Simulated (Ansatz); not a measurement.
# Ir (hcp type): how the settings move a single-point run

How sensitive is a single-point run of Ir (hcp type) to its settings? A reference run comes first, then one run with altered input.

Method: reference: DFT, PBE, PAW with Ansatz's default frozen-core files, scalar-relativistic, in Ansatz 0.2.0.

**1. The structure to begin with**

It takes space group P6_3/mmc (No. 194, hexagonal). Conventional cell: a = 2.721 Å, b = 2.721 Å, c = 4.407 Å, α = 90.00°, β = 90.00°, γ = 120.00°. Around Ir (site symmetry -6m2) lie 12 Ir at 2.71 to 2.72 Å.

Structure file:

```cif
data_structure
_symmetry_space_group_name_H-M 'P 1'
_symmetry_Int_Tables_number 1
_cell_length_a 2.7208
_cell_length_b 2.7208
_cell_length_c 4.4067
_cell_angle_alpha 90.000
_cell_angle_beta 90.000
_cell_angle_gamma 120.000
_cell_volume 28.25
loop_
_atom_site_label
_atom_site_type_symbol
_atom_site_fract_x
_atom_site_fract_y
_atom_site_fract_z
_atom_site_occupancy
Ir1 Ir 0.33333 0.66667 0.25000 1
Ir2 Ir 0.66667 0.33333 0.75000 1
```

**2. Reference**

input.yaml

```yaml
crystal:
  lattice:
    - [2.7207989171, 0.0, 0.0]
    - [-1.3603994585, 2.3562809808, 0.0]
    - [0.0, 0.0, 4.406692299]
  atoms:
    - { symbol: Ir, position: [0.3333333333, 0.6666666667, 0.25] }
    - { symbol: Ir, position: [0.6666666667, 0.3333333333, 0.75] }
kpoints:
  mp_grid: { grid: [15, 15, 8] }
scf:
  occupations: { method: fermi_dirac, width: 0.03 }
hamiltonian:
  xc: pbe
  pseudopotentials: { kind: paw }
output:
  forces: true
  stress: true
  eigenvalues: true
  efg: { contact_densities: true }
  write_density: true
  write_potential: true
  elf: true
  volumetric_format: npy
```

On the command line:

```sh
$ ansatz run input.yaml --threads 1 --pin off --max-ram 2048MiB --backend cpu --events-out ev --progress --plain --runs-dir out
```

**3. Variant: eigensolver.kind davidson, hubbard.sites [{species: Ir, l: d, u_eff: 4.0}], hubbard.double_counting fll**

Changes to input.yaml since step 2:

```diff
@@ -12,2 +12,3 @@
   occupations: { method: fermi_dirac, width: 0.03 }
+  eigensolver: { kind: davidson }
 hamiltonian:
@@ -15,2 +16,3 @@
   pseudopotentials: { kind: paw }
+  hubbard: { sites: [{ species: Ir, l: d, u_eff: 4.0 }], double_counting: fll }
 output:
@@ -20,5 +22 @@
   efg: { contact_densities: true }
-  write_density: true
-  write_potential: true
-  elf: true
-  volumetric_format: npy
```

What does the calculation give? Wanted: for each run, ending; energy change; pressure; gap; force.

The runs gave:

```csv
run,ending,energy change,pressure (GPa),gap (eV),force (eV/Å),cycles,time
reference,converged,0,11.3,0.00,0.00,6,9.5 s
"1: eigensolver.kind davidson, hubbard.sites [{species: Ir, l: d, u_eff: 4.0}], hubbard.double_counting fll",converged,+3.32 eV/atom (U changed: no physical gain or loss),9.6,0.00,0.00,7,17 s
```

Times don't compare one to one where runs were asked for different outputs or read a saved state (see the inputs); cycles may leave out searches for a lower state.

Residual by cycle in the longest SCF loop of each run; runs are numbered as in the table. The quantity is the density residual dr2, in eV.

```csv
cycle,reference,run 1
1,0.00634,0.241
2,0.00227,0.0465
3,7.0e-6,0.0015
4,3.3e-7,5.5e-5
5,1.7e-8,7.2e-7
6,2.7e-10,5.3e-8
7,-,2.5e-9
```

**Reading.** Changing the solver and Hubbard U moves the energy by +3.32 eV/atom, and the pressure goes from 11.3 to 9.6 GPa. The U term adds an energy of its own, so the shift says nothing about which run is better. A changed U is a change of model: its shifts are not errors of convergence.
